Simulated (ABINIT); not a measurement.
# CdSe (Cadmoselite) (P6_3mc) in ABINIT: settings compared, part 2 of 2

ABINIT 10.8.3 (patched build). The steps go on from the part before.

## 4. Band structure, HCTH407

The input, run.abi:

```
# Datasets: ground state, then fixed potential
ndtset 2

# Pseudopotentials
pp_dirpath "./"
pseudos "Cd.GGA_PBE-JTH.xml, Se.GGA_PBE-JTH.xml"

# Structure
acell 3*1.0
rprim
     8.1258223359     0.0000000000     0.0000000000
    -4.0629111679     7.0371685696     0.0000000000
     0.0000000000     0.0000000000    13.2658773949
ntypat 2
znucl 48 34
natom 4
typat 1 1 2 2
xred
     0.6666666667     0.3333333333     0.5000000000
     0.3333333333     0.6666666667     0.0000000000
     0.6666666667     0.3333333333     0.8850000000
     0.3333333333     0.6666666667     0.3850000000

# Plane-wave basis
ecut 462.593566 eV
pawecutdg 34.0

# Exchange and correlation
ixc 27

# Bands and occupations
occopt 3
tsmear 0.00183747

# SCF cycle
nstep 100

# Output
iomode 3
prtwf 0
prteig 0
prtebands 0
enunit 2
prtden1 1

# Dataset 1
kptopt1 1
ngkpt1 7 7 4
nshiftk1 1
shiftk1 0.0 0.0 0.0
nband1 22
tolvrs1 1.0e-9

# Dataset 2: bands along G-M-K-G-A-L-H-A
iscf2 -2
getden2 1
nband2 26
nbdbuf2 2
tolwfr2 1.0e-12
kptopt2 -7
ndivsm2 8
prteig2 1
kptbounds2
     0.0000000000     0.0000000000     0.0000000000
     0.5000000000     0.0000000000     0.0000000000
     0.3333333333     0.3333333333     0.0000000000
     0.0000000000     0.0000000000     0.0000000000
     0.0000000000     0.0000000000     0.5000000000
     0.5000000000     0.0000000000     0.5000000000
     0.3333333333     0.3333333333     0.5000000000
     0.0000000000     0.0000000000     0.5000000000
```

Potentials or basis: JTH PAW PBE v2.0.

Command:

```
$ abinit run.abi > log 2>&1
```

run.abo:

```text
.Version 10.8.3 of ABINIT
 DATASET    1 : space group P6_3 m c (#186); Bravais hP (primitive hexag.)
================================================================================
 Values of the parameters that define the memory need for DATASET  1.
     intxc =       0    ionmov =       0      iscf =       7    lmnmax =      18
     lnmax =       6     mgfft =      50  mpssoang =       3    mqgrid =    3483
     natom =       4  nloc_mem =       2    nspden =       1   nspinor =       1
    nsppol =       1      nsym =      12    n1xccc =       1    ntypat =       2
    occopt =       3   xclevel =       2
       mpw =        2563          nfft =       51200          nkpt =          24
 PAW method is used; the additional fine FFT grid is defined by:
   mgfftf=        72    nfftf =    145800
================================================================================
================================================================================

 DATASET    2 : space group P6_3 m c (#186); Bravais hP (primitive hexag.)
================================================================================
 Values of the parameters that define the memory need for DATASET  2.
     intxc =       0    ionmov =       0      iscf =      -2    lmnmax =      18
     lnmax =       6     mgfft =      50  mpssoang =       3    mqgrid =    3483
     natom =       4  nloc_mem =       2    nspden =       1   nspinor =       1
[... 2218 lines left out ...]
   0.94499    0.94499    4.17379    4.17379    7.32849    7.32849    8.02871    8.02871
   8.09032    8.09032
 kpt#  90, nband= 26, wtk=  1.00000, kpt=  0.0196  0.0196  0.5000 (reduced coord)
 -10.98840  -10.98840   -6.92885   -6.92885   -6.92853   -6.92853   -6.69616   -6.69616
  -6.61471   -6.61471   -6.61301   -6.61301   -1.07078   -1.07078    0.95037    0.95037
   0.98248    0.98248    4.03032    4.03032    7.49518    7.49518    7.96151    7.96151
   7.99164    7.99164
 kpt#  91, nband= 26, wtk=  1.00000, kpt=  0.0000  0.0000  0.5000 (reduced coord)
 -10.99098  -10.99098   -6.93035   -6.93035   -6.93035   -6.93035   -6.69602   -6.69602
  -6.61466   -6.61466   -6.61466   -6.61466   -1.06571   -1.06571    0.99501    0.99501
   0.99501    0.99501    3.97805    3.97805    7.57690    7.57690    7.93650    7.93650
   7.93650    7.93650

== END DATASET(S) ==============================================================
================================================================================

 -outvars: echo values of variables after computation  --------
            acell      1.0000000000E+00  1.0000000000E+00  1.0000000000E+00 Bohr
           etotal1    -1.1538642189E+02
            fcart1    -9.9410685289E-29 -2.2957914364E-28  5.2776180796E-03
                       3.3136895096E-29 -1.5305276243E-28  5.2776180796E-03
                      -3.3136895096E-29  1.9131595304E-28 -5.2776180796E-03
                       9.9410685289E-29  1.9131595304E-28 -5.2776180796E-03
            rprim      8.1258223359E+00  0.0000000000E+00  0.0000000000E+00
                      -4.0629111679E+00  7.0371685696E+00  0.0000000000E+00
                       0.0000000000E+00  0.0000000000E+00  1.3265877395E+01
           strten1    -1.8918066621E-04 -1.8918066635E-04 -1.2741684910E-04
                       0.0000000000E+00  0.0000000000E+00 -4.9353952978E-14
           xangst      2.1499999986E+00  1.2413030779E+00  3.5099999976E+00
                       1.7639162245E-11  2.4826061559E+00  0.0000000000E+00
                       2.1499999986E+00  1.2413030779E+00  6.2126999958E+00
                       1.7639162245E-11  2.4826061559E+00  2.7026999982E+00
             xred      6.6666666667E-01  3.3333333333E-01  5.0000000000E-01
                       3.3333333333E-01  6.6666666667E-01  0.0000000000E+00
                       6.6666666667E-01  3.3333333333E-01  8.8500000000E-01
                       3.3333333333E-01  6.6666666667E-01  3.8500000000E-01
 Calculation completed.
```

Wall time 4.5 min (1 thread of Arm Neoverse V2, shared host); peak memory 0.21 GiB.

Results:

```yaml
Free_energy: -3139.8245 eV
Largest_force: 0.271 eV/Å
Band_gap_on_the_k_mesh: 1.07 eV, direct
Valence_electrons_inside_the_program's_atomic_spheres: Cd 10.48; Se 4.05
```

Forces in eV/Å, atoms in the order of the input:
```
Cd   0.000  0.000  0.271
Cd   0.000  0.000  0.271
Se   0.000  0.000 -0.271
Se   0.000  0.000 -0.271
```

Levels at the corners of the path, in eV from the valence-band top:
| point | band 14 | band 15 | band 16 | band 17 | band 18 | band 19 | band 20 | band 21 | band 22 | band 23 |
| --- | --- | --- | --- | --- | --- | --- | --- | --- | --- | --- |
| Γ | -0.67 | -0.67 | 0.00 | 0.00 | 0.00 | 1.07 | 2.46 | 6.22 | 6.22 | 6.47 |
| M | -3.54 | -2.37 | -1.73 | -1.12 | -0.78 | 3.51 | 3.68 | 5.25 | 6.45 | 7.01 |
| K | -3.67 | -2.83 | -1.65 | -1.64 | -1.64 | 4.93 | 4.94 | 4.94 | 7.46 | 7.46 |
| Γ | -0.67 | -0.67 | 0.00 | 0.00 | 0.00 | 1.07 | 2.46 | 6.22 | 6.22 | 6.47 |
| A | -2.41 | -0.35 | -0.35 | -0.35 | -0.35 | 2.63 | 2.63 | 6.23 | 6.23 | 6.59 |
| L | -4.03 | -1.28 | -1.28 | -1.20 | -1.20 | 3.36 | 3.36 | 5.17 | 5.17 | 8.24 |
| H | -3.94 | -2.30 | -2.30 | -0.98 | -0.98 | 4.11 | 4.11 | 6.42 | 6.42 | 6.53 |
| A | -2.41 | -0.35 | -0.35 | -0.35 | -0.35 | 2.63 | 2.63 | 6.23 | 6.23 | 6.59 |

Caveat: the PAW data sets were made with another functional, which shifts forces and pressure a little.

## 5. Overview

```csv
level,gap on the mesh (eV),largest force (eV/Å)
PBE,0.69,0.28
revPBE,0.82,0.29
HCTH407,1.07,0.27
```

Alike in all rows: task band structure; potentials or basis JTH PAW PBE v2.0; no spin polarisation; cell as given; k mesh 7 × 7 × 4; cutoff (eV) 463; smearing fermi-dirac 0.05 eV.

On the cell as given the gap runs from 0.69 eV (PBE) to 1.07 eV (HCTH407).

Caveats: the PAW data sets were made with another functional, which shifts forces and pressure a little (some runs).

Total energies depend on the potentials used, so only differences within one code and one set of settings carry meaning.

## 6. Against experiment

Step 2. A measured gap of CdSe is 1.841 eV (2 K; a printed reference work, data compilation); the calculated 0.69 eV misses it by -1.15 eV. So large a miss can be the level of theory's own, or it may mean another phase, state or a wrong row. Spin-orbit coupling on Cd, Se is left out. The value is that of PBE, without temperature or zero-point motion. Semilocal functionals fall short of measured gaps as a rule.

Step 3. A measured gap of CdSe is 1.841 eV (2 K; a printed reference work, data compilation); the calculated 0.82 eV misses it by -1.02 eV. So large a miss can be the level of theory's own, or it may mean another phase, state or a wrong row. Spin-orbit coupling on Cd, Se is left out. The value is that of revPBE, without temperature or zero-point motion. Semilocal functionals fall short of measured gaps as a rule.

Step 4. A measured gap of CdSe is 1.841 eV (2 K; a printed reference work, data compilation); the calculated 1.07 eV misses it by -0.77 eV. Spin-orbit coupling on Cd, Se is left out. The value is that of HCTH407, without temperature or zero-point motion.
